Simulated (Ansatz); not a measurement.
Crystal: SnSe2.

```
Sn Se
1.0
     3.81100    0.00000    0.00000
    -1.90550    3.30042    0.00000
     0.00000    0.00000    6.13600
Sn Se
1 2
Cartesian
  0.0000 0.0000 0.0000
  1.9055 1.1001 4.6081
  0.0000 2.2003 1.5279
```

Program: Ansatz 0.2.0. Alike in all runs: potentials or basis Ansatz PAW; no spin polarisation; cell as given.

Q: Order these runs on this cell by their pressure, lowest first.
A. level HF; k mesh 4 × 4 × 3; cutoff (eV) 420; smearing fermi-dirac 0.05 eV; points for each segment of the path 4; mesh quality coarse
B. level r2SCAN50; k mesh 4 × 4 × 3; cutoff (eV) 500; smearing fermi-dirac 0.05 eV; points for each segment of the path 4; mesh quality coarse
C. level RPBE; k mesh 8 × 8 × 5; cutoff (eV) 420; smearing gaussian 0.1 eV; mesh quality not flagged
D. level PBEsol; k mesh 8 × 8 × 5; cutoff (eV) 420; smearing gaussian 0.02 eV; mesh quality not flagged

A: B (0.0 GPa), D (2.5 GPa), A (4.7 GPa), C (7.4 GPa).

Caveats: some runs use coarse meshes; the PAW data sets come from PBE, with cores solved anew for the run's functional, which leaves a small shift of forces and pressure; the thresholds are loose for stress (some runs); this functional lacks dispersion, which binds the layers, so the pressure and a relaxed spacing across them are unreliable (some runs).
